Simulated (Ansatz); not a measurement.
Crystal: Sn.

```
Sn
1.0
    -2.02919    2.02919    1.66076
     2.02919   -2.02919    1.66076
     2.02919    2.02919   -1.66076
Sn
1
Direct
  0.00000 0.00000 0.00000
```

This isn't the form of Sn at room conditions, which is tetragonal (white tin).

A run of Ansatz 0.2.0 on this cell left the log below. Logs are shortened: lines on timing, memory, paths and dates and some standing lists are left out, and cuts for length are marked.

```text
Warning: RAYON_NUM_THREADS=2 ignored (pool sized by the plan → 2); use --threads N
zone centre: on kpoints.mp_grid the ground state, and the responses unless they are solved on pairs of k-points, stand on 64 of the mesh's 343 k-points, reduced under 8 symmetry operations, with k and −k counted as one. Each operation leaves every solved displacement unchanged or reverses it
Engine: ansatz 0.2.0, aarch64-unknown-linux-gnu
Pseudopotentials: kind: paw
Pseudopotential: Sn, paw, valence charge 14, recommended cutoff 420 eV (normal), Sn.paw.azcp
Functional definition: SPW92
  exchange = slater_x
  correlation = pw_c
Crystal: 1 atoms, lattice volume = 27.353 Å³
Basis set: ecut = 420 eV, 545 PW (Γ), exchange–correlation on 48×48×48 points (8 copies of the dense FFT grid, shifted against one another)
Bands: 11, of which v1, the nominal top of the filled ones, is band 7 counted from 1 (6 counted from 0)
Symmetry: 16 space group operations
k-points: 64 of 343 (irreducible under 8 space group operations)
Non-local potential: Sn, projectors of the file, l = 0: 2, l = 1: 2, l = 2: 2, l = 3: 2
PAW form: soft (Blöchl's): semilocal exchange-correlation on the pseudo side does not see the compensation charge
PAW frozen core: Sn, regenerated for the run's functional, and the local potential with it (the file was generated under x = pbe(κ = 0.804, μ = 0.2195149727645171), c = pbe(β = 0.06672455060314922))
PAW one-centre angular grid: Sn, 590 points (default); XC on 64 Gauss nodes
Initial density: superposition of atomic densities (neutral atoms: chi_scale 0, normalization atom), corrected by the library's trained network
Initial wavefunctions: pseudopotential atomic-orbital guess
Functional: x = slater, c = lda
SCF iter   1: F=—  HF=-5879.499961 eV  |F-HF|=—  |Δ(HF+E_count)|=         —  Δρ=7.30e-3  dr2=6.61e-3  ethr=1.77e-3  ⟨swp⟩=5.7  Hψ=4247  notcnv=0
preconditioner: auto → none  [insulator: Δε(μ)=0.272 eV  Ē_g=23.046 eV  σ=0.050 eV  W_gap=0.60  n_scr=4 (ndim 8)  ℏωp=26.6 eV  f_vac=0.000  D(μ)=0.55/eV (n_scr^D=0)  ε∞_Penn≈2.3]
SCF iter   2: F=—  HF=-5879.496970 eV  |F-HF|=—  |Δ(HF+E_count)|=   2.99e-3  Δρ=2.97e-3  dr2=1.17e-3  ethr=4.72e-5  ⟨swp⟩=1.7  Hψ=1321  notcnv=0
SCF iter   3: F=—  HF=-5879.496620 eV  |F-HF|=—  |Δ(HF+E_count)|=   3.51e-4  Δρ=1.28e-4  dr2=5.77e-6  ethr=8.33e-6  ⟨swp⟩=2.0  Hψ=1079  notcnv=0
SCF iter   4: F=—  HF=-5879.496619 eV  |F-HF|=—  |Δ(HF+E_count)|=   4.11e-7  Δρ=9.95e-5  dr2=2.22e-6  ethr=4.12e-8  ⟨swp⟩=2.0  Hψ=1136  notcnv=0
SCF iter   5: F=—  HF=-5879.496619 eV  |F-HF|=—  |Δ(HF+E_count)|=   6.21e-7  Δρ=4.15e-6  dr2=4.67e-9  ethr=1.59e-8  ⟨swp⟩=2.0  Hψ=1136  notcnv=0
SCF iter   6: F=—  HF=-5879.496618 eV  |F-HF|=—  |Δ(HF+E_count)|=   3.96e-7  Δρ=5.51e-7  dr2=7.06e-11  ethr=3.33e-11  ⟨swp⟩=2.0  Hψ=1070  notcnv=0
SCF iter   7: F=-5879.496618 eV  HF=-5879.496618 eV  |F-HF|=5.46e-12  |Δ(HF+E_count)|=  1.09e-11  Δρ=1.28e-7  dr2=3.47e-12  ethr=1.00e-12  ⟨swp⟩=6.0  Hψ=2601  notcnv=0
SCF 1 converged in 7 iterations: F = -5879.496618 eV  dr2 = 3.47e-12
  greatest PAW one-centre occupation: 0.992 electrons in one spin orbital (limit 2), on the Sn atom at site 0 (counted from 0), in its partial waves of l = 2
DFPT response loops at Γ: preconditioner auto → Kerker (q_TF=auto, 2.440 Å⁻¹) (partly filled bands, converged f_vac=0.000); β = 1.00, the filter's whole step (`scf.mixing.beta` (0.50) is not read by the response loops under this deck's `scf.mixing.preconditioner`; to damp them name `kerker` or `kerker_dos`, under which they read `scf.mixing.beta`, and type it under 1.00, their step now; both keys bind the ground state too); Broyden in place of MSR1
SCF converged after 7 iterations
Free energy (F): -5879.496618 eV
Harris-Foulkes:  -5879.496618 eV  (|F-HF|=5.46e-12)
Internal energy: -5879.492431 eV  (E = F + TS)
E sigma→0 (E₀):  -5879.494525 eV
Entropy (-TS):   -0.004187 eV (-4.187 meV/atom)
Fermi energy:    10.410639 eV
--- Per-component energies (eV) ---
  E_band       = -85.801941
  E_kinetic    = 187.214407
  E_local      = -837.897368  (includes V_loc(G=0)·N_el)
  E_nonlocal   = -28.414709
  E_hartree    = 522.202564
  E_xc         = -379.522923
  E_vxc        = -99.082661  (∫ρ·V_xc dr)
  E_paw        = -3992.941327  (= ΣΔE_a)
  E_vpaw       = -352.026681  (= ΣTr[D̂ρ^β])
  E_aug_tail   = -0.000000  (compensation charges beyond the density's cutoff)
  E_ewald      = -1350.557974
  E_core_change = 0.424898  (= ΣΔE_core)
  E_smearing   = -0.004187  (= −TS)
  E_closure    = 0.000000  (closes the sum)
  Σ components = -5879.496618   (vs F -5879.496618, Δ=0.00e0)
--- Band table (eV; the first three rows and the last of 64) ---
  k-point 0: bands = ["-11.0287", "-10.9551", "-10.9551", "-10.9541", "-10.8335", "-0.6776", "17.0645", "17.0645", "19.5490", "20.7343", "21.8435"]
  k-point 1: bands = ["-11.0089", "-10.9622", "-10.9597", "-10.9253", "-10.8419", "-0.2960", "13.8164", "17.3216", "18.5465", "21.4761", "22.0272"]
  k-point 2: bands = ["-10.9880", "-10.9700", "-10.9582", "-10.8608", "-10.8577", "0.8373", "9.7177", "17.0700", "17.8327", "21.2222", "21.4972"]
  k-point 63: bands = ["-11.0611", "-10.9862", "-10.8178", "-10.8166", "-10.7895", "5.7036", "9.0571", "9.5407", "13.0891", "14.4888", "16.7679"]
--- Phonons (Γ-DFPT): 2 representative perturbations + reference, on 64 of 343 k-points (Σ response iterations 4) ---
  k mesh reduced under 8 symmetry operations, with k and −k counted as one. Each operation leaves every solved displacement unchanged or reverses it
  ASR residual: 1.177e-4 → 0.000e0 eV/Å²; symmetrization residual: 2.116e-20 eV/Å²
  ASR residual per site (eV/Å²): 1.18e-4
  Γ frequencies (cm⁻¹): 0.00 0.00 0.00
  non-analytic LO–TO correction: not included (Born effective charges unavailable; polar crystals: no LO–TO splitting at Γ)
```

Problem. Write the input and the command behind it.

Solution. Phonons with LDA, no spin polarisation. The files as run (others can give the same):

input.yaml
```yaml
crystal:
  lattice:
    - [-2.029189411, 2.029189411, 1.6607599896]
    - [2.029189411, -2.029189411, 1.6607599896]
    - [2.029189411, 2.029189411, -1.6607599896]
  atoms:
    - { symbol: Sn, position: [0.0, 0.0, 0.0] }
hamiltonian:
  xc: lda
  pseudopotentials: { kind: paw }
kpoints:
  mp_grid: { grid: [7, 7, 7] }
scf:
  occupations: { method: fermi_dirac, width: 0.05 }
phonons:
  method: dfpt
```

Potentials or basis: Ansatz PAW.
The run is started by
```sh
$ ansatz run input.yaml --threads 2 --pin off --max-ram 5632MiB --backend cpu --events-out ev --progress --plain --runs-dir out
```

Caveat: the PAW data sets come from PBE, with cores solved anew for the run's functional, which leaves a small shift of forces and pressure.
